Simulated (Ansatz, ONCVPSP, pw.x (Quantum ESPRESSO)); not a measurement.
# What a changed setting does to a pw.x run (fcc P)

Potential: optimised norm-conserving Vanderbilt (ONCV), ONCVPSP 4.0.1.1 (patched build), PBE; core [Ne], reference 3s2 3p3; waves: 3s: rc 1.75 bohr, ncon 4, nbas 7, qcut 4.6 1/bohr, 1 projector; 3p: rc 1.40 bohr, ncon 4, nbas 9, qcut 4.9 1/bohr, 1 projector; d scattering state at 0.03 Ha: rc 1.50 bohr, ncon 5, nbas 9, qcut 7.5 1/bohr, 2 projectors, debl 3.6 Ha; local part: polynomial inside 1.40 bohr (lpopt 1, dvloc0 0 Ha); core correction: Teter function, fcfact 2.5, rcfact 1.6.

The reference run (k-mesh 14³, cutoffs 60/240 Ry, Fermi–Dirac 0.01 Ry, mixing_beta 0.4, conv_thr 1e-9, no spin) gives -1.89 GPa at 14.767 Å³/atom, where all-electron LAPW gives -1.13 GPa. This run, with its own iteration cap, changes k-mesh shift to 1.

```
&control
  calculation='scf', prefix='x', pseudo_dir='./', outdir='./tmp', tstress=.true., disk_io='none'
/
&system
  ibrav=0, nat=1, ntyp=1, ecutwfc=60, ecutrho=240, nbnd=9,
  occupations='smearing', smearing='fd', degauss=0.01
/
&electrons
  conv_thr=1e-09, mixing_beta=0.4, electron_maxstep=60
/
ATOMIC_SPECIES
P 1.0 P.UPF
CELL_PARAMETERS angstrom
  0.00000000 1.94724573 1.94724573
  1.94724573 0.00000000 1.94724573
  1.94724573 1.94724573 0.00000000
ATOMIC_POSITIONS crystal
P 0.0000 0.0000 0.0000
K_POINTS automatic
14 14 14 1 1 1
```

```bash
pw.x < P.scf.in > P.scf.out
```

How does the run end?

It converges in 6 iterations; the free energy moves by -4.5 meV/atom and the pressure by +0.08 GPa.

```
Message from routine setup:
     using ibrav=0 with symmetry is DISCOURAGED, use correct ibrav instead
     lattice parameter (alat)  =       5.2040  a.u.
     unit-cell volume          =      99.6527 (a.u.)^3
     number of electrons       =         5.00
     number of Kohn-Sham states=            9
     kinetic-energy cutoff     =      60.0000  Ry
     charge density cutoff     =     240.0000  Ry
     scf convergence threshold =      1.0E-09
     Exchange-correlation= PBE
     number of k points=   280  Fermi-Dirac smearing, width (Ry)=  0.0100
     iteration #  1     ecut=    60.00 Ry     beta= 0.40
     total energy              =     -13.98126109 Ry
     estimated scf accuracy    <       0.00204388 Ry
     iteration #  2     ecut=    60.00 Ry     beta= 0.40
     total energy              =     -13.98111003 Ry
     estimated scf accuracy    <       0.00053667 Ry
     iteration #  3     ecut=    60.00 Ry     beta= 0.40
     total energy              =     -13.98115728 Ry
     estimated scf accuracy    <       0.00000463 Ry
     iteration #  4     ecut=    60.00 Ry     beta= 0.40
     total energy              =     -13.98115820 Ry
     estimated scf accuracy    <       0.00000001 Ry
     iteration #  5     ecut=    60.00 Ry     beta= 0.40
     total energy              =     -13.98115822 Ry
     estimated scf accuracy    <          1.5E-09 Ry
     iteration #  6     ecut=    60.00 Ry     beta= 0.40
     the Fermi energy is    10.9027 ev
!    total energy              =     -13.98115822 Ry
     estimated scf accuracy    <          4.6E-10 Ry
     smearing contrib. (-TS)   =      -0.00247529 Ry
     The total energy is F=E-TS. E is the sum of the following terms:
     one-electron contribution =       5.75493309 Ry
     hartree contribution      =       0.22872646 Ry
     xc contribution           =      -4.38775110 Ry
     ewald contribution        =     -15.57459138 Ry
     convergence has been achieved in   6 iterations
          total   stress  (Ry/bohr**3)                   (kbar)     P=      -18.04
     Message from routine punch:
     Nothing written, as per user request (disk_io='none')
```

The run took about 17 s on one core of a shared host (Neoverse-V1, 32 threads, 247 GiB, load 12).
